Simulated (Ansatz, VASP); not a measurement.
## One calculation of Rb, two programs

```
CELL_PARAMETERS angstrom
-2.87615 2.87615 2.66570
2.87615 -2.87615 2.66570
2.87615 2.87615 -2.66570
ATOMIC_POSITIONS crystal
Rb 0.00000 0.00000 0.00000
```

Change from the starting cell: strain +0.025 along x and y, -0.050 along z, atoms carried along.

Alike in both runs: task single point; functional PBEsol; k mesh 12 × 12 × 12; occupations gaussian, width 0.15 eV; no spin polarisation.

|  | VASP | Ansatz |
| --- | --- | --- |
| version | VASP 6.6.1 | Ansatz 0.2.0 |
| potentials or method | VASP PAW PBE potentials, release 64 (Rb_sv) | scalar-relativistic, plane waves, PAW |
| plane-wave cutoff (eV) | 520 | 420 |
| valence electrons in the cell | 9 | 9 |

```csv
,VASP,Ansatz,Ansatz less VASP
gap on the k mesh at the Fermi level (eV),none,none,-
pressure (GPa),-0.1,-0.1,0.00
```

A gap of «none» marks a metal or a gap that the smearing closes.

Caveats: the PAW data sets were made with another functional, which shifts forces and pressure a little (VASP).
